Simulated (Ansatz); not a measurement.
# Ga (P2_1/m) in Ansatz: convergence with wavefunction cutoff

Aim: find how far wavefunction cutoff must go before the results for Ga settle, at PBEsol. This setting moves, with any that are tied to it; all else stays.

Everything below comes from runs of Ansatz 0.2.0. Logs are shortened: lines on timing, memory, paths and dates and some standing lists are left out, and cuts for length are marked.

**1. The crystal as given**

It takes space group P2_1/m (No. 11, monoclinic). The conventional cell has a = 2.778 Å, b = 3.282 Å, c = 4.210 Å, α = 90.00°, β = 108.61°, γ = 90.00°. Ga (site symmetry m) has 8 Ga at 2.71 to 2.84 Å as nearest neighbours.

This isn't the form of Ga at room conditions, which is orthorhombic.

**2. With wavefunction cutoff 200 eV**

Input file input.yaml:

```yaml
crystal:
  lattice:
    - [2.7784220849, 0.0, 0.0]
    - [0.0, 3.28160879, 0.0]
    - [-1.3434310986, 0.0, 3.9902731763]
  atoms:
    - { symbol: Ga, position: [0.13459627, 0.75, 0.77016683] }
    - { symbol: Ga, position: [0.86540373, 0.25, 0.22983317] }
hamiltonian:
  xc: pbesol
  pseudopotentials: { kind: paw_fr }
magnetization:
  noncollinear: true
  spin_orbit: true
kpoints:
  mp_grid: { grid: [8, 7, 6] }
scf:
  occupations: { method: fermi_dirac, width: 0.1 }
output:
  forces: true
  stress: true
  eigenvalues: true
basis:
  ecutwfc: "200 eV"
```

Potentials or basis: Ansatz PAW.

Launch:

```
$ ansatz run input.yaml --threads 2 --pin off --max-ram 5632MiB --backend cpu --events-out ev --progress --plain --runs-dir out
```

Run time: 4.2 s. Hardware: 2 threads of Arm Neoverse V2, shared host; peak memory 0.39 GiB.

What came out:

```yaml
Free_energy: -7470.1958 eV
Pressure: -1.0 GPa
Largest_force: 0.210 eV/Å
Band_gap_on_the_k_mesh: none (metal or under the smearing width)
```

**3. With wavefunction cutoff 250 eV**

input.yaml: that of step 2 with these lines changed.

```diff
@@ -23,2 +23,2 @@
 basis:
-  ecutwfc: "200 eV"
+  ecutwfc: "250 eV"
```

Potentials or basis: Ansatz PAW.

Launch:

```
$ ansatz run input.yaml --threads 2 --pin off --max-ram 5632MiB --backend cpu --events-out ev --progress --plain --runs-dir out
```

Run time: 4.8 s. Hardware: 2 threads of Arm Neoverse V2, shared host; peak memory 0.41 GiB.

Results:

```yaml
Free_energy: -7483.9980 eV
Pressure: 1.9 GPa
Largest_force: 0.163 eV/Å
Band_gap_on_the_k_mesh: none (metal or under the smearing width)
```

**4. With wavefunction cutoff 300 eV**

input.yaml: that of step 3 with these lines changed.

```diff
@@ -23,2 +23,2 @@
 basis:
-  ecutwfc: "250 eV"
+  ecutwfc: "300 eV"
```

Launch:

```
$ ansatz run input.yaml --threads 2 --pin off --max-ram 5632MiB --backend cpu --events-out ev --progress --plain --runs-dir out
```

It took 5.4 s on 2 threads of Arm Neoverse V2, shared host; peak memory 0.43 GiB.

Results:

| Property | Result |
| --- | --- |
| Free energy | -7486.2988 eV |
| Pressure | -0.1 GPa |
| Largest force | 0.097 eV/Å |
| Band gap on the k mesh | none (metal or under the smearing width) |

**5. With wavefunction cutoff 350 eV**

input.yaml: that of step 4 with these lines changed.

```diff
@@ -23,2 +23,2 @@
 basis:
-  ecutwfc: "300 eV"
+  ecutwfc: "350 eV"
```

Launch:

```
$ ansatz run input.yaml --threads 2 --pin off --max-ram 5632MiB --backend cpu --events-out ev --progress --plain --runs-dir out
```

It took 7.2 s on 2 threads of Arm Neoverse V2, shared host; peak memory 0.46 GiB.

Results:

- Free energy: -7486.5157 eV
- Pressure: -0.5 GPa
- Largest force: 0.089 eV/Å
- Band gap on the k mesh: none (metal or under the smearing width)

**6. With wavefunction cutoff 400 eV**

input.yaml: that of step 5 with these lines changed.

```diff
@@ -23,2 +23,2 @@
 basis:
-  ecutwfc: "350 eV"
+  ecutwfc: "400 eV"
```

Potentials or basis: Ansatz PAW.

Launch:

```
$ ansatz run input.yaml --threads 2 --pin off --max-ram 5632MiB --backend cpu --events-out ev --progress --plain --runs-dir out
```

Wall time 8 s (2 threads of Arm Neoverse V2, shared host); peak memory 0.49 GiB.

The run converged. Its results:

```yaml
Free_energy: -7486.5251 eV
Pressure: -0.6 GPa
Largest_force: 0.092 eV/Å
Band_gap_on_the_k_mesh: none (metal or under the smearing width)
```

**7. With wavefunction cutoff 450 eV**

input.yaml: that of step 6 with these lines changed.

```diff
@@ -23,2 +23,2 @@
 basis:
-  ecutwfc: "400 eV"
+  ecutwfc: "450 eV"
```

Launch:

```
$ ansatz run input.yaml --threads 2 --pin off --max-ram 5632MiB --backend cpu --events-out ev --progress --plain --runs-dir out
```

Wall time 9.1 s (2 threads of Arm Neoverse V2, shared host); peak memory 0.51 GiB.

Results (log left out):

- Free energy: -7486.5268 eV
- Pressure: -0.6 GPa
- Largest force: 0.092 eV/Å
- Band gap on the k mesh: none (metal or under the smearing width)

**8. With wavefunction cutoff 500 eV**

input.yaml: that of step 7 with these lines changed.

```diff
@@ -23,2 +23,2 @@
 basis:
-  ecutwfc: "450 eV"
+  ecutwfc: "500 eV"
```

Launch:

```
$ ansatz run input.yaml --threads 2 --pin off --max-ram 5632MiB --backend cpu --events-out ev --progress --plain --runs-dir out
```

It took 11 s on 2 threads of Arm Neoverse V2, shared host; peak memory 0.55 GiB.

Results (log left out):

| Quantity | Value |
| --- | --- |
| Free energy | -7486.5279 eV |
| Pressure | -0.6 GPa |
| Largest force | 0.092 eV/Å |
| Band gap on the k mesh | none (metal or under the smearing width) |

**9. With wavefunction cutoff 600 eV**

input.yaml: that of step 8 with these lines changed.

```diff
@@ -23,2 +23,2 @@
 basis:
-  ecutwfc: "500 eV"
+  ecutwfc: "600 eV"
```

Potentials or basis: Ansatz PAW.

Launch:

```
$ ansatz run input.yaml --threads 2 --pin off --max-ram 5632MiB --backend cpu --events-out ev --progress --plain --runs-dir out
```

Run time: 14 s. Hardware: 2 threads of Arm Neoverse V2, shared host; peak memory 0.61 GiB.

It converged, with:

```
Free energy            : -7486.5281 eV
Pressure               : -0.6 GPa
Largest force          : 0.092 eV/Å
Band gap on the k mesh : none (metal or under the smearing width)
```

**10. With wavefunction cutoff 800 eV**

input.yaml: that of step 9 with these lines changed.

```diff
@@ -23,2 +23,2 @@
 basis:
-  ecutwfc: "600 eV"
+  ecutwfc: "800 eV"
```

Potentials or basis: Ansatz PAW.

Launch:

```
$ ansatz run input.yaml --threads 2 --pin off --max-ram 5632MiB --backend cpu --events-out ev --progress --plain --runs-dir out
```

Log:

```text
Warning: RAYON_NUM_THREADS=2 ignored (pool sized by the plan → 2); use --threads N
Engine: ansatz 0.2.0, aarch64-unknown-linux-gnu
Pseudopotentials: kind: paw_fr
Pseudopotential: Ga, paw_fr, valence charge 13, recommended cutoff 420 eV (normal), Ga.paw.azcp#standard-fr
Functional definition: PBEsol
  exchange = pbesol_x
  correlation = pbesol_c
non-collinear run that drives no moment, with spin-orbit: no starting moment large enough to seed its density (crystal.atoms[].spin), no starting occupations that ask for one, no magnetisation constraint and no magnetic field, so the semilocal B_xc is pinned to zero
Crystal: 2 atoms, lattice volume = 36.382 Å³
Basis set: ecut = 800 eV, 1875 PW (Γ), exchange–correlation on 54×64×80 points (8 copies of the dense FFT grid, shifted against one another)
Bands: 34, of which v1, the nominal top of the filled ones, is band 26 counted from 1 (25 counted from 0)
Symmetry: 4 space group operations + 4 with time reversal
Magnetic group: BNS 11.51 (UNI 58), of the structure as read, at distance tolerance 3.3e-5 Å
k-points: 104 of 336
Projection manifold: j_resolved (fully-relativistic pseudo-atomic orbitals)
Non-local potential: Ga, projectors of the file, l = 0: 2, l = 1: 4, l = 2: 6, l = 3: 2
PAW form: soft (Blöchl's): semilocal exchange-correlation on the pseudo side does not see the compensation charge
PAW frozen core: Ga, regenerated for the run's functional, and the local potential with it (the file was generated under x = pbe(κ = 0.804, μ = 0.2195149727645171), c = pbe(β = 0.06672455060314922))
PAW one-centre angular grid: Ga, 590 points (default); XC on 64 Gauss nodes
Initial density: superposition of atomic densities (chi_scale 0.1, normalization cell)
Initial wavefunctions: pseudopotential atomic-orbital guess
Functional: x = pbesol(κ = 0.804, μ = 0.12345679012345678), c = pbesol(β = 0.046)
SCF iter   1: F=—  HF=-7486.597186 eV  |F-HF|=—  |Δ(HF+E_count)|=         —  Δρ=2.42e-2  dr2=1.92e-1  dr2_m=0.00e0 (ungated)  ethr=3.10e-3  |M|=0.00e0 ∫|m|=0.00e0 μB  |m|>n=0.0e0 m-floor=0.0e0 τ_xc=0.0e0  β_m=0.30  ⟨swp⟩=7.3  Hψ=9368  notcnv=0  defer=18
preconditioner: auto → Kerker (q_TF=auto, 2.580 Å⁻¹)  [metal: Δε(μ)=0.053 eV  Ē_g=16.676 eV  σ=0.100 eV  W_gap=0.13  n_scr=12 (ndim 8)  ℏωp=31.4 eV  f_vac=0.000  D(μ)=0.98/eV (n_scr^D=4)]
spin=Noncollinear: Kerker preconditioning applied to the charge; magnetization (m_x, m_y, m_z) channels mix plain (no charge-response kernel on spin).
SCF iter   2: F=—  HF=-7486.554621 eV  |F-HF|=—  |Δ(HF+E_count)|=   4.26e-2  Δρ=1.86e-2  dr2=1.04e-1  dr2_m=0.00e0 (ungated)  ethr=7.39e-4  |M|=0.00e0 ∫|m|=0.00e0 μB  |m|>n=0.0e0 m-floor=0.0e0 τ_xc=0.0e0  β_m=0.56  ⟨swp⟩=3.0  Hψ=3391  notcnv=0  defer=176
SCF iter   3: F=—  HF=-7486.529724 eV  |F-HF|=—  |Δ(HF+E_count)|=   2.49e-2  Δρ=6.51e-3  dr2=1.21e-2  dr2_m=0.00e0 (ungated)  ethr=4.00e-4  |M|=0.00e0 ∫|m|=0.00e0 μB  |m|>n=0.0e0 m-floor=0.0e0 τ_xc=0.0e0  β_m=0.62  ⟨swp⟩=3.4  Hψ=3370  notcnv=0  defer=176
SCF iter   4: F=—  HF=-7486.528234 eV  |F-HF|=—  |Δ(HF+E_count)|=   1.49e-3  Δρ=1.35e-3  dr2=2.94e-4  dr2_m=0.00e0 (ungated)  ethr=4.67e-5  |M|=0.00e0 ∫|m|=0.00e0 μB  |m|>n=0.0e0 m-floor=0.0e0 τ_xc=0.0e0  β_m=0.81  ⟨swp⟩=2.0  Hψ=3415  notcnv=0  defer=178
SCF iter   5: F=—  HF=-7486.528407 eV  |F-HF|=—  |Δ(HF+E_count)|=   1.73e-4  Δρ=1.94e-4  dr2=9.23e-6  dr2_m=0.00e0 (ungated)  ethr=1.13e-6  |M|=0.00e0 ∫|m|=0.00e0 μB  |m|>n=0.0e0 m-floor=0.0e0 τ_xc=0.0e0  β_m=0.89  ⟨swp⟩=2.0  Hψ=2965  notcnv=0  defer=178
SCF iter   6: F=—  HF=-7486.528404 eV  |F-HF|=—  |Δ(HF+E_count)|=   3.38e-6  Δρ=6.36e-5  dr2=8.09e-7  dr2_m=0.00e0 (ungated)  ethr=3.55e-8  |M|=0.00e0 ∫|m|=0.00e0 μB  |m|>n=0.0e0 m-floor=0.0e0 τ_xc=0.0e0  β_m=0.95  ⟨swp⟩=2.0  Hψ=3039  notcnv=0  defer=178
SCF iter   7: F=-7486.528404 eV  HF=-7486.528404 eV  |F-HF|=5.50e-8  |Δ(HF+E_count)|=   2.76e-7  Δρ=1.32e-5  dr2=7.54e-8  dr2_m=0.00e0 (ungated)  ethr=3.85e-10  |M|=0.00e0 ∫|m|=0.00e0 μB  |m|>n=0.0e0 m-floor=0.0e0 τ_xc=0.0e0  ⟨swp⟩=10.3  Hψ=10712  notcnv=0
SCF 1 converged in 7 iterations: F = -7486.528404 eV  dr2 = 7.54e-8
SCF converged after 7 iterations
Magnetization: |M| = 0.0000 μB,  M = (+0.0000, +0.0000, +0.0000) μB
Absolute magnetization: 0.0000 μB (∫|m|)
  site 0: m = (+0.0000, +0.0000, +0.0000) μB, |m| = 0.0000 μB  (R = 1.12 Å)
  site 1: m = (+0.0000, +0.0000, +0.0000) μB, |m| = 0.0000 μB  (R = 1.12 Å)
Free energy (F): -7486.528404 eV
Harris-Foulkes:  -7486.528404 eV  (|F-HF|=5.50e-8)
Internal energy: -7486.496873 eV  (E = F + TS)
E sigma→0 (E₀):  -7486.512638 eV
Entropy (-TS):   -0.031531 eV (-15.766 meV/atom)
Fermi energy:    10.120845 eV
--- Per-component energies (eV) ---
  E_band       = -64.923838
  E_kinetic    = 230.760614
  E_local      = -3566.489679  (includes V_loc(G=0)·N_el)
  E_nonlocal   = 847.777675
  E_hartree    = 1676.794917
  E_xc         = -138.152215
  E_vxc        = -117.307130  (∫ρ·V_xc dr)
  E_paw        = -3893.804354  (= ΣΔE_a)
  E_vpaw       = -813.250771  (= ΣTr[D̂ρ^β])
  E_aug_tail   = -0.000002  (compensation charges beyond the density's cutoff)
  E_ewald      = -2645.115619
  E_core_change = 1.731790  (= ΣΔE_core)
  E_smearing   = -0.031531  (= −TS)
  E_closure    = 0.000000  (closes the sum)
  Σ components = -7486.528404   (vs F -7486.528404, Δ=0.00e0)
--- Forces (eV/Å), atoms counted from 1 ---
  atom   1  Ga     0.00462151    -0.00000000    -0.09178493
  atom   2  Ga    -0.00462151     0.00000000     0.09178493
  max |Σ_I F_I| component: 8.67e-19 eV/Å
--- Stress (GPa, compression-positive) ---
       -2.303954       0.000000      -0.056817
        0.000000       0.014970       0.000000
       -0.056817       0.000000       0.624369
  P = ⅓ Tr σ = -0.5549 GPa (-5.549 kbar)
--- Band table (eV; the first three rows and the last of 104) ---
  k-point 0: bands = ["-5.2418", "-5.2418", "-5.2379", "-5.2379", "-5.2080", "-5.2080", "-5.1850", "-5.1850", "-4.7300", "-4.7300", "-4.7203", "-4.7203", "-4.6976", "-4.6976", "-4.6475", "-4.6475", "-4.5775", "-4.5775", "-4.4678", "-4.4678", "-1.3985", "-1.3985", "7.9200", "7.9200", "8.5521", "8.5521", "11.8138", "11.8138", "15.5956", "15.5956", "19.1681", "19.1681", "20.2692", "20.2692"]
  k-point 1: bands = ["-5.2505", "-5.2505", "-5.2216", "-5.2216", "-5.2031", "-5.2031", "-5.1682", "-5.1682", "-4.7353", "-4.7353", "-4.7223", "-4.7223", "-4.6889", "-4.6889", "-4.6488", "-4.6488", "-4.5824", "-4.5824", "-4.4878", "-4.4878", "-1.1376", "-1.1376", "5.3671", "5.3671", "11.4194", "11.4194", "12.1214", "12.1214", "15.9879", "15.9879", "18.2530", "18.2530", "18.8871", "18.8871"]
  k-point 2: bands = ["-5.2742", "-5.2742", "-5.1850", "-5.1850", "-5.1745", "-5.1745", "-5.1438", "-5.1438", "-4.7387", "-4.7387", "-4.7209", "-4.7209", "-4.6760", "-4.6760", "-4.6615", "-4.6615", "-4.6187", "-4.6187", "-4.5085", "-4.5085", "-0.3596", "-0.3596", "3.0025", "3.0025", "12.9929", "12.9929", "14.3263", "14.3263", "16.5870", "16.5870", "17.3771", "17.3771", "17.4787", "17.4787"]
  k-point 103: bands = ["-5.2229", "-5.2229", "-5.1920", "-5.1920", "-5.1826", "-5.1826", "-5.1642", "-5.1642", "-4.7473", "-4.7473", "-4.7231", "-4.7231", "-4.6619", "-4.6619", "-4.6373", "-4.6373", "-4.5101", "-4.5101", "-4.4934", "-4.4934", "6.3090", "6.3090", "7.3601", "7.3601", "8.2313", "8.2313", "9.1907", "9.1907", "11.4747", "11.4747", "12.0993", "12.0993", "14.4993", "14.4993"]
```

Run time: 23 s. Hardware: 2 threads of Arm Neoverse V2, shared host; peak memory 0.77 GiB.

Results:

```yaml
Free_energy: -7486.5284 eV
Pressure: -0.6 GPa
Largest_force: 0.092 eV/Å
Band_gap_on_the_k_mesh: none (metal or under the smearing width)
```

**11. The series at a glance**

| wavefunction cutoff | energy less the tightest run, at zero smearing (meV/atom) | pressure (GPa) | largest force (eV/Å) | SCF cycles | CPU time (s) | peak memory (GiB) |
| --- | --- | --- | --- | --- | --- | --- |
| 200 eV | 8166.12 | -0.97 | 0.210 | 8 | 8 | 0.39 |
| 250 eV | 1265.26 | 1.92 | 0.163 | 8 | 9.4 | 0.41 |
| 300 eV | 114.82 | -0.12 | 0.097 | 7 | 11 | 0.43 |
| 350 eV | 6.37 | -0.53 | 0.089 | 7 | 14 | 0.46 |
| 400 eV | 1.65 | -0.55 | 0.092 | 7 | 16 | 0.49 |
| 450 eV | 0.79 | -0.56 | 0.092 | 7 | 18 | 0.51 |
| 500 eV | 0.28 | -0.56 | 0.092 | 7 | 21 | 0.55 |
| 600 eV | 0.14 | -0.56 | 0.092 | 7 | 28 | 0.61 |
| 800 eV | 0.00 | -0.55 | 0.092 | 7 | 45 | 0.77 |

Against the tightest run, the energy stays within 1 meV/atom from 450 eV on; the pressure stays within 0.1 GPa from 350 eV on; the largest force stays within 0.005 eV/Å from 350 eV on. The tightest run that finished is the yardstick and may itself not be fully converged.

Caveats: the PAW data sets come from PBE, with cores solved anew for the run's functional, which leaves a small shift of forces and pressure.
